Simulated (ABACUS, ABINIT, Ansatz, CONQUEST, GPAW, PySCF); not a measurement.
**The equilibrium volume of PbS, sorted by core time**

**What was measured.** The equilibrium volume of PbS (Galena) (Fm-3m) is reported as 26.15 Å³/atom at 300 K (a printed reference work). The runs below try to reproduce it.

It takes space group Fm-3m (No. 225, cubic). Conventional cell: a = 5.931 Å, b = 5.931 Å, c = 5.931 Å, α = 90.00°, β = 90.00°, γ = 90.00°. Pb (site symmetry m-3m) has 6 S at 2.97 Å as nearest neighbours. S (site symmetry m-3m) has 6 Pb at 2.97 Å as nearest neighbours.

```tsv
rung	level	program and potentials	cutoff (eV)	k mesh	smearing	task	spin	core time	chip	equilibrium volume (Å³/atom)	miss	notes
GGA + dispersion	revPBE+D3(BJ)	Ansatz, all-electron LAPW, scalar-relativistic	-	8 × 8 × 8	fermi-dirac 0.05	relaxation of cell and atoms	off	16 s	Arm Neoverse V1	25.90	-1.0 %	-
GGA + dispersion	RPBE+D4	Ansatz, all-electron LAPW, scalar-relativistic	-	8 × 8 × 8	fermi-dirac 0.05	relaxation of cell and atoms	off	18 s	Arm Neoverse V1	26.23	+0.3 %	-
GGA	revPBE	Ansatz, all-electron LAPW, scalar-relativistic	-	8 × 8 × 8	fermi-dirac 0.05	relaxation of cell and atoms	off	22 s	Arm Neoverse V1	27.84	+6.5 %	-
GGA	PBEsol	Ansatz, all-electron LAPW, scalar-relativistic	-	8 × 8 × 8	fermi-dirac 0.05	relaxation of cell and atoms	off	28 s	Arm Neoverse N1	25.71	-1.7 %	-
GGA + dispersion	BLYP+D4	Ansatz, all-electron LAPW, scalar-relativistic	-	8 × 8 × 8	fermi-dirac 0.05	relaxation of cell and atoms	off	44 s	Arm Neoverse V1	28.76	+10.0 %	-
GGA + dispersion	revPBE+D3(BJ)	GPAW, the program's PAW data sets (release 1.2.1) made for this functional	600	6 × 6 × 6	fermi-dirac 0.05	equation of state	off	59 s	Arm Neoverse V2	25.79	-1.4 %	-
GGA	WC	GPAW, PAW data sets generated for this functional	600	6 × 6 × 6	fermi-dirac 0.05	equation of state	off	65 s	Arm Neoverse V2	25.58	-2.2 %	-
GGA	AM05	ABACUS, SG15 ONCV 1.2 PBE, plane waves	857	6 × 6 × 6	fermi-dirac 0.05	equation of state	off	68 s	AMD EPYC 9R45 Zen 5	26.07	-0.3 %	potentials made for PBE
GGA	PBE	ABINIT, JTH PAW PBE v2.0	599	6 × 6 × 6	fermi-dirac 0.05	relaxation of cell and atoms	off	78 s	Arm Neoverse V1	27.14	+3.8 %	-
GGA	PBE	CONQUEST, PseudoDojo NC PBE, SZP, grid of 40 × 40 × 60 points	-	6 × 6 × 5	fermi-dirac 0.05	equation of state	off	3.1 min	Intel Xeon Platinum 8375C Ice Lake	27.48	+5.1 %	atomic basis; cell of 4 atoms
GGA	PBE	ABACUS, PseudoDojo NC SR 0.4.1 PBE standard, plane waves	857	8 × 8 × 8	fermi-dirac 0.05	equation of state	off	3.2 min	Intel Xeon Platinum 8559C Emerald Rapids	27.12	+3.7 %	-
GGA	PBE	ABINIT, PseudoDojo NC FR PBE v0.4 standard	653	6 × 6 × 6	fermi-dirac 0.05	relaxation of cell and atoms	SOC, no magnetisation	4.9 min	Intel Xeon 6975P-C Granite Rapids	26.94	+3.0 %	-
GGA	PBE	PySCF, DZVP-MOLOPT-SR/GTH-PBE (potentials made for PBE)	-	6 × 6 × 6	fermi-dirac 0.05	equation of state	off	12 min	Arm Neoverse V2	27.09	+3.6 %	atomic basis
```

Times are single runs on shared hosts and different chips, so they are rough; meshes, cutoffs and the tasks' sizes weigh on the time. Smearing widths are in eV. Meshes differ between rows, which moves values too. Meshes are those of the run's cell of 2 atoms unless a note names another. Relaxations start from the cell shown or near it and stop with a little pressure left. Misses use the values as printed. Runs on faulty files, with rough fits or with known faults for this quantity aren't shown.

By rung: GGA + dispersion 25.79 to 28.76; GGA 25.58 to 27.84; GGA in atomic bases 27.09 to 27.48 (Å³/atom). Measured: 26.15 Å³/atom at 300 K (a printed reference work). Closest, coarse meshes and atomic bases left aside, is AM05 (-0.3 %), and PBE misses by +3.7 % to +3.8 % on plain settings. The runs are for a static lattice, while measurements hold temperature and zero-point motion.
